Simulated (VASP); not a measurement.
# AlN in VASP: how settings move the PBE single point

Aim: see what changed inputs do to the PBE single point of AlN (rocksalt), under -4.0 % equal strain in all directions. This is a trial cell built on a prototype, not taken from a measured structure, and it needn't be the compound's ground state.

Program: VASP 6.6.1. PAW datasets, plane waves. Simulation only: spin-unpolarised, and no claim that this is the phase found in nature.

## (1) Starting point

The cell comes from an earlier relaxation with r2SCAN in another program.

The symmetry is Fm-3m (No. 225, cubic); a = 3.876 Å in the conventional setting, 7.28 Å³ an atom. Near Al stand 6 N at 1.94 Å; near N stand 6 Al at 1.94 Å.

The structure in full:

```cif
data_structure
_symmetry_space_group_name_H-M 'P 1'
_symmetry_Int_Tables_number 1
_cell_length_a 2.7409
_cell_length_b 2.7409
_cell_length_c 2.7409
_cell_angle_alpha 60.000
_cell_angle_beta 60.000
_cell_angle_gamma 60.000
_cell_volume 14.56
loop_
_atom_site_label
_atom_site_type_symbol
_atom_site_fract_x
_atom_site_fract_y
_atom_site_fract_z
_atom_site_occupancy
Al1 Al 0.00000 0.00000 0.00000 1
N1 N 0.50000 0.50000 0.50000 1
```

## (2) Baseline

INCAR reads:

```
ENCUT = 520.000000
SIGMA = 0.020000
EDIFF = 1.00e-07
GGA = PE
PREC = Accurate
IBRION = -1
ISIF = 2
ISMEAR = -1
NBANDS = 11
NELM = 120
NSW = 0
LASPH = .TRUE.
LCHARG = .TRUE.
LELF = .TRUE.
LWAVE = .FALSE.
LREAL = .FALSE.
```

KPOINTS reads:

```
KPOINTS created by Atomic Simulation Environment
0
Gamma
10 10 10
0 0 0
```

POSCAR reads:

```
Al N
 1.0000000000000000
     0.0000000000000000    1.9381137141000000    1.9381137141000000
     1.9381137141000000    0.0000000000000000    1.9381137141000000
     1.9381137141000000    1.9381137141000000    0.0000000000000000
 Al  N
   1   1
Cartesian
  0.0000000000000000  0.0000000000000000  0.0000000000000000
  1.9381137141000000  1.9381137141000000  1.9381137141000000
```

A file KPOINTS_OPT adds named points for the levels; it doesn't enter the self-consistent loop.

Potentials: the recommended PBE PAW datasets, 8 valence electrons.

Run with:

```bash
$ mpirun -np 1 vasp_std
```

The closing lines of the self-consistent loop in OSZICAR:

```text
DAV:  11    -0.142343520507E+02    0.75454E-05   -0.25372E-05  1190   0.297E-02    0.823E-03
DAV:  12    -0.142343518799E+02    0.17074E-06   -0.79113E-07  1139   0.754E-03    0.953E-04
DAV:  13    -0.142343518278E+02    0.52133E-07   -0.18540E-08   604   0.896E-04
   1 F= -.14234352E+02 E0= -.14234352E+02  d E =-.118990E-10
```

Wall time 5.8 s (1 MPI rank of Intel Xeon Platinum 8488C, shared host); peak memory 0.12 GiB.

It gives: energy (σ→0) -14.2344 eV, pressure 49.05 GPa, gap on the mesh 5.06 eV.

## (3) Variant 1

INCAR reads:

```
ENCUT = 520.000000
SIGMA = 0.020000
EDIFF = 1.00e-07
PREC = Accurate
IBRION = -1
ISIF = 2
ISMEAR = -1
NBANDS = 11
NSW = 0
LASPH = .TRUE.
LCHARG = .FALSE.
LWAVE = .FALSE.
LREAL = .FALSE.
METAGGA = RSCAN
NELM = 81
```

KPOINTS reads:

```
KPOINTS created by Atomic Simulation Environment
0
Gamma
15 15 15
0 0 0
```

POSCAR is that of step 2.

Run with:

```bash
$ mpirun -np 1 vasp_std
```

Printed to the terminal (iteration lines stand in OSZICAR):

```text
POSCAR found type information on POSCAR AlN
 POSCAR found :  2 types and       2 ions
 -----------------------------------------------------------------------------
|                                                                             |
|                                                                             |
|     You enforced a specific xc type in the INCAR file but a different       |
|     I HOPE YOU KNOW WHAT YOU ARE DOING!                                     |
|                                                                             |
 -----------------------------------------------------------------------------

 LDA part: xc-table for (None), standard interpolation
 POSCAR, INCAR and KPOINTS ok, starting setup
 FFT: planning ... GRIDC
 FFT: planning ... GRID_SOFT
 FFT: planning ... GRID
 WAVECAR not read
 entering main loop
```

OSZICAR:

```text
N       E                     dE             d eps       ncg     rms          rms(c)
DAV:   1     0.284819820909E+01    0.28482E+01   -0.43168E+03  2712   0.654E+02
DAV:   2    -0.240222573175E+02   -0.26870E+02   -0.25894E+02  3170   0.149E+02
DAV:   3    -0.246757279565E+02   -0.65347E+00   -0.65261E+00  3130   0.211E+01
DAV:   4    -0.246783163628E+02   -0.25884E-02   -0.25882E-02  2985   0.143E+00
DAV:   5    -0.246783385566E+02   -0.22194E-04   -0.22194E-04  3105   0.124E-01    0.853E+00
DAV:   6    -0.208656094376E+02    0.38127E+01   -0.50737E+00  2859   0.128E+01    0.394E+00
DAV:   7    -0.208463167585E+02    0.19293E-01   -0.54358E-01  3056   0.502E+00    0.217E+00
DAV:   8    -0.208628595312E+02   -0.16543E-01   -0.44963E-02  2874   0.148E+00    0.261E-01
DAV:   9    -0.208621345558E+02    0.72498E-03   -0.65066E-03  3088   0.517E-01    0.134E-01
DAV:  10    -0.208622823147E+02   -0.14776E-03   -0.29770E-04  2988   0.147E-01    0.647E-02
DAV:  11    -0.208622671945E+02    0.15120E-04   -0.10923E-04  3132   0.643E-02    0.124E-02
DAV:  12    -0.208622663458E+02    0.84873E-06   -0.36671E-06  3025   0.154E-02    0.437E-03
DAV:  13    -0.208622661906E+02    0.15514E-06   -0.25134E-08  1704   0.143E-03    0.309E-03
DAV:  14    -0.208622661043E+02    0.86300E-07   -0.20214E-08  1539   0.856E-04
   1 F= -.20862266E+02 E0= -.20862266E+02  d E =-.348334E-10
```

From OUTCAR:

```text
k-points           NKPTS =    120   k-points in BZ     NKDIM =    120   number of bands    NBANDS=     11

   NELECT =       8.0000    total number of electrons

   dimension x,y,z NGX =    20 NGY =   20 NGZ =   20
   dimension x,y,z NGXF=    40 NGYF=   40 NGZF=   40

  energy-cutoff  :      520.00
  volume of cell :       14.56
      direct lattice vectors                 reciprocal lattice vectors
     0.000000000  1.938113714  1.938113714    -0.257982799  0.257982799  0.257982799
     1.938113714  0.000000000  1.938113714     0.257982799 -0.257982799  0.257982799
     1.938113714  1.938113714  0.000000000     0.257982799  0.257982799 -0.257982799

 k-points in reciprocal lattice and weights: KPOINTS created by Atomic Simulation Env
   0.00000000  0.00000000  0.00000000       0.000
   0.06666667  0.00000000  0.00000000       0.002
   0.13333333  0.00000000  0.00000000       0.002
   0.20000000  0.00000000  0.00000000       0.002
   0.26666667  0.00000000  0.00000000       0.002
   0.33333333  0.00000000  0.00000000       0.002
   0.40000000  0.00000000  0.00000000       0.002
   0.46666667  0.00000000  0.00000000       0.002
[... 112 more k-points ...]

 E-fermi :  11.7531

 k-point     1 :       0.0000    0.0000    0.0000
  band No.  band energies     occupation
      1      -8.1903      2.00000
      2      11.4150      2.00000
      3      11.4150      2.00000
      4      11.4150      2.00000
      5      19.8878      0.00000
      6      24.7250      0.00000
      7      24.7250      0.00000
      8      24.7250      0.00000
      9      30.8714      0.00000
     10      30.9941      0.00000
     11      30.9941      0.00000

 k-point     2 :       0.0667    0.0000    0.0000
  band No.  band energies     occupation
      1      -8.0852      2.00000
      2      10.9169      2.00000
      3      11.3405      2.00000
      4      11.3405      2.00000
      5      20.1718      0.00000
      6      24.2668      0.00000
      7      24.9086      0.00000
      8      24.9086      0.00000
      9      30.3661      0.00000
     10      30.3661      0.00000
     11      31.7988      0.00000

 k-point     3 :       0.1333    0.0000    0.0000
  band No.  band energies     occupation
      1      -7.7739      2.00000
      2       9.6472      2.00000
      3      11.1389      2.00000
      4      11.1389      2.00000
      5      20.6384      0.00000
      6      23.7073      0.00000
      7      25.3494      0.00000
      8      25.3494      0.00000
      9      29.4628      0.00000
     10      29.4628      0.00000
     11      32.9185      0.00000

 k-point     4 :       0.2000    0.0000    0.0000
  band No.  band energies     occupation
      1      -7.2691      2.00000
      2       7.9854      2.00000
      3      10.8616      2.00000
      4      10.8616      2.00000
      5      20.5573      0.00000
      6      24.0566      0.00000
      7      25.6467      0.00000
      8      25.6467      0.00000
      9      29.2094      0.00000
     10      29.2094      0.00000
     11      32.5236      0.00000

[... the tables of k-points 5 to 120 left out ...]

  Total        3.6683362      3.6683362      3.6683362      0.0000000     -0.0000000      0.0000000
  in kB      403.6565013    403.6565013    403.6565013      0.0000000     -0.0000000      0.0000000
  external PRESSURE =     403.6565013 kB  Pullay stress =       0.0000000 kB

 POSITION                                       TOTAL-FORCE (eV/Angst)
 -----------------------------------------------------------------------------------
      0.00000      0.00000      0.00000         0.000000     -0.000000     -0.000000
      1.93811      1.93811      1.93811        -0.000000      0.000000      0.000000
 -----------------------------------------------------------------------------------
    total drift:                                0.000000      0.000000      0.000000

  FREE ENERGIE OF THE ION-ELECTRON SYSTEM (eV)
  ---------------------------------------------------
  free  energy   TOTEN  =       -20.8622661043 eV

  energy  without entropy=      -20.8622661043  energy(sigma->0) =      -20.86226610
```

Wall time 42 s (1 MPI rank of Intel Xeon Platinum 8488C, shared host); peak memory 0.14 GiB.

Changed: METAGGA = RSCAN, NELM = 81, mesh 15×15×15. The run ends normally. Its total energy is on another scale than the reference's; the pressure goes from 49.1 to 40.4 GPa, the gap on the mesh goes from 5.06 to 5.76 eV. The functional is now rSCAN, on datasets made with PBE.

## (4) Variant 2

INCAR reads:

```
ENCUT = 520.000000
SIGMA = 0.020000
EDIFF = 1.00e-07
GGA = PE
PREC = Accurate
IBRION = -1
ISIF = 2
ISMEAR = -1
NBANDS = 11
NSW = 0
LASPH = .TRUE.
LCHARG = .FALSE.
LWAVE = .FALSE.
LREAL = .FALSE.
NELMDL = -8
NELM = 70
```

KPOINTS is that of step 2.

POSCAR is that of step 2.

Run with:

```bash
$ mpirun -np 1 vasp_std
```

Printed to the terminal (iteration lines stand in OSZICAR):

```text
POSCAR found type information on POSCAR AlN
 POSCAR found :  2 types and       2 ions
 LDA part: xc-table for (Slater+PW92), standard interpolation
 POSCAR, INCAR and KPOINTS ok, starting setup
 FFT: planning ... GRIDC
 FFT: planning ... GRID_SOFT
 FFT: planning ... GRID
 WAVECAR not read
 entering main loop
```

OSZICAR:

```text
N       E                     dE             d eps       ncg     rms          rms(c)
DAV:   1     0.105861212145E+02    0.10586E+02   -0.40922E+03  1106   0.628E+02
DAV:   2    -0.155352594127E+02   -0.26121E+02   -0.25660E+02  1255   0.147E+02
DAV:   3    -0.161186901917E+02   -0.58343E+00   -0.58274E+00  1266   0.195E+01
DAV:   4    -0.161205569004E+02   -0.18667E-02   -0.18666E-02  1157   0.118E+00
DAV:   5    -0.161205698899E+02   -0.12990E-04   -0.12990E-04  1235   0.942E-02
DAV:   6    -0.161205700119E+02   -0.12193E-06   -0.12192E-06  1175   0.936E-03
DAV:   7    -0.161205700132E+02   -0.12902E-08   -0.12671E-08  1207   0.918E-04
DAV:   8    -0.161205700132E+02   -0.35243E-11   -0.13322E-10   825   0.993E-05    0.819E+00
DAV:   9    -0.142738702845E+02    0.18467E+01   -0.69569E+00  1118   0.148E+01    0.305E+00
DAV:  10    -0.142395730696E+02    0.34297E-01   -0.27255E-01  1150   0.360E+00    0.195E+00
DAV:  11    -0.142346504459E+02    0.49226E-02   -0.14402E-02  1088   0.105E+00    0.386E-01
DAV:  12    -0.142343111705E+02    0.33928E-03   -0.12549E-03  1124   0.228E-01    0.177E-01
DAV:  13    -0.142343596762E+02   -0.48506E-04   -0.14199E-04  1145   0.847E-02    0.626E-02
DAV:  14    -0.142343520535E+02    0.76227E-05   -0.25649E-05  1175   0.299E-02    0.828E-03
DAV:  15    -0.142343518807E+02    0.17279E-06   -0.80114E-07  1133   0.758E-03    0.946E-04
DAV:  16    -0.142343518279E+02    0.52855E-07   -0.18503E-08   589   0.896E-04
   1 F= -.14234352E+02 E0= -.14234352E+02  d E =-.115372E-10
```

From OUTCAR:

```text
k-points           NKPTS =     47   k-points in BZ     NKDIM =     47   number of bands    NBANDS=     11

   NELECT =       8.0000    total number of electrons

   dimension x,y,z NGX =    20 NGY =   20 NGZ =   20
   dimension x,y,z NGXF=    40 NGYF=   40 NGZF=   40

  energy-cutoff  :      520.00
  volume of cell :       14.56
      direct lattice vectors                 reciprocal lattice vectors
     0.000000000  1.938113714  1.938113714    -0.257982799  0.257982799  0.257982799
     1.938113714  0.000000000  1.938113714     0.257982799 -0.257982799  0.257982799
     1.938113714  1.938113714  0.000000000     0.257982799  0.257982799 -0.257982799

 k-points in reciprocal lattice and weights: KPOINTS created by Atomic Simulation Env
   0.00000000  0.00000000  0.00000000       0.001
   0.10000000  0.00000000  0.00000000       0.008
   0.20000000  0.00000000  0.00000000       0.008
   0.30000000  0.00000000  0.00000000       0.008
   0.40000000  0.00000000  0.00000000       0.008
   0.50000000  0.00000000  0.00000000       0.004
   0.10000000  0.10000000  0.00000000       0.006
   0.20000000  0.10000000  0.00000000       0.024
[... 39 more k-points ...]

 E-fermi :  12.0792

 k-point     1 :       0.0000    0.0000    0.0000
  band No.  band energies     occupation
      1      -7.0643      2.00000
      2      11.6959      2.00000
      3      11.6959      2.00000
      4      11.6959      2.00000
      5      19.3228      0.00000
      6      24.2620      0.00000
      7      24.2620      0.00000
      8      24.2620      0.00000
      9      29.7591      0.00000
     10      30.4332      0.00000
     11      30.4332      0.00000

 k-point     2 :       0.1000    0.0000    0.0000
  band No.  band energies     occupation
      1      -6.8334      2.00000
      2      10.6568      2.00000
      3      11.5425      2.00000
      4      11.5425      2.00000
      5      19.8565      0.00000
      6      23.3800      0.00000
      7      24.6286      0.00000
      8      24.6286      0.00000
      9      29.1822      0.00000
     10      29.1822      0.00000
     11      31.4382      0.00000

 k-point     3 :       0.2000    0.0000    0.0000
  band No.  band energies     occupation
      1      -6.1597      2.00000
      2       8.3520      2.00000
      3      11.1731      2.00000
      4      11.1731      2.00000
      5      20.0174      0.00000
      6      23.3730      0.00000
      7      25.0939      0.00000
      8      25.0939      0.00000
      9      28.4833      0.00000
     10      28.4833      0.00000
     11      31.2921      0.00000

 k-point     4 :       0.3000    0.0000    0.0000
  band No.  band energies     occupation
      1      -5.1156      2.00000
      2       5.7696      2.00000
      3      10.7669      2.00000
      4      10.7669      2.00000
      5      19.3347      0.00000
      6      24.6009      0.00000
      7      24.6009      0.00000
      8      24.8630      0.00000
      9      29.9426      0.00000
     10      29.9426      0.00000
     11      30.3371      0.00000

[... the tables of k-points 5 to 47 left out ...]

  Total        4.4575567      4.4575567      4.4575567     -0.0000000      0.0000000     -0.0000000
  in kB      490.5007729    490.5007729    490.5007729     -0.0000000      0.0000000     -0.0000000
  external PRESSURE =     490.5007729 kB  Pullay stress =       0.0000000 kB

 POSITION                                       TOTAL-FORCE (eV/Angst)
 -----------------------------------------------------------------------------------
      0.00000      0.00000      0.00000         0.000000      0.000000     -0.000000
      1.93811      1.93811      1.93811        -0.000000     -0.000000      0.000000
 -----------------------------------------------------------------------------------
    total drift:                                0.000000      0.000000      0.000000

  FREE ENERGIE OF THE ION-ELECTRON SYSTEM (eV)
  ---------------------------------------------------
  free  energy   TOTEN  =       -14.2343518279 eV

  energy  without entropy=      -14.2343518278  energy(sigma->0) =      -14.23435183
```

Run time: 5.3 s. Hardware: 1 MPI rank of Intel Xeon Platinum 8488C, shared host; peak memory 0.12 GiB.

Changed: NELMDL = -8, NELM = 70. VASP runs to the end. Against the reference the energy moves by less than 0.1 meV/atom. These tags change the road and not the goal, and the results agree.

## (5) All runs together

| run | changed | ending | energy change (meV/atom) | pressure (GPa) | gap on the mesh (eV; negative: overlap) | electronic steps | time | usable |
| --- | --- | --- | --- | --- | --- | --- | --- | --- |
| ref. | – | converged | 0 | 49.1 | 5.06 | 13 | 5.8 s | yes |
| 1 | METAGGA = RSCAN, NELM = 81, mesh 15×15×15 | converged | – | 40.4 | 5.76 | 14 | 42 s | yes |
| 2 | NELMDL = -8, NELM = 70 | converged | 0.0 | 49.1 | 5.06 | 16 | 5.3 s | yes |

What this shows: Of 2 altered inputs, 2 gave usable results.
